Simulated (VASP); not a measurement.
Input of a VASP 6.6.1 run:

File INCAR:

```
PREC = Accurate
ENCUT = 600
EDIFF = 1E-6
ISMEAR = -1
SIGMA = 0.05
LREAL = False
LASPH = True
NELM = 60
ALGO = Fast
ISIF = 3
LWAVE = False
LCHARG = False
GGA = PS
IVDW = 11
IBRION = 2
NSW = 40
EDIFFG = -0.005
```

File KPOINTS:

```
Automatic mesh
0
Gamma
  4 4 4
```

The input POSCAR:

```
CsPbBr3
1.0
    5.8700000000      0.0000000000      0.0000000000
    0.0000000000      5.8700000000      0.0000000000
    0.0000000000      0.0000000000      5.8700000000
Pb Cs Br
1 1 3
Direct
    0.5000000000      0.5000000000      0.5000000000
    0.0000000000      0.0000000000      0.0000000000
    0.5000000000      0.5000000000      0.0000000000
    0.5000000000      0.0000000000      0.5000000000
    0.0000000000      0.5000000000      0.5000000000
```

Potentials or basis: VASP PAW PBE potentials, release 64 (Pb_d, Cs_sv, Br).

Command:

```console
$ cat potpaw_PBE.64/Pb_d/POTCAR potpaw_PBE.64/Cs_sv/POTCAR potpaw_PBE.64/Br/POTCAR > POTCAR
$ mpirun -np 1 vasp_std > vasp.out
```

(1) Predict the space group after relaxing (to 0.05 Å).

(2) Predict the dispersion energy per atom.

## Answers

(1) Pm-3m (No. 221).

(2) -0.206 eV.
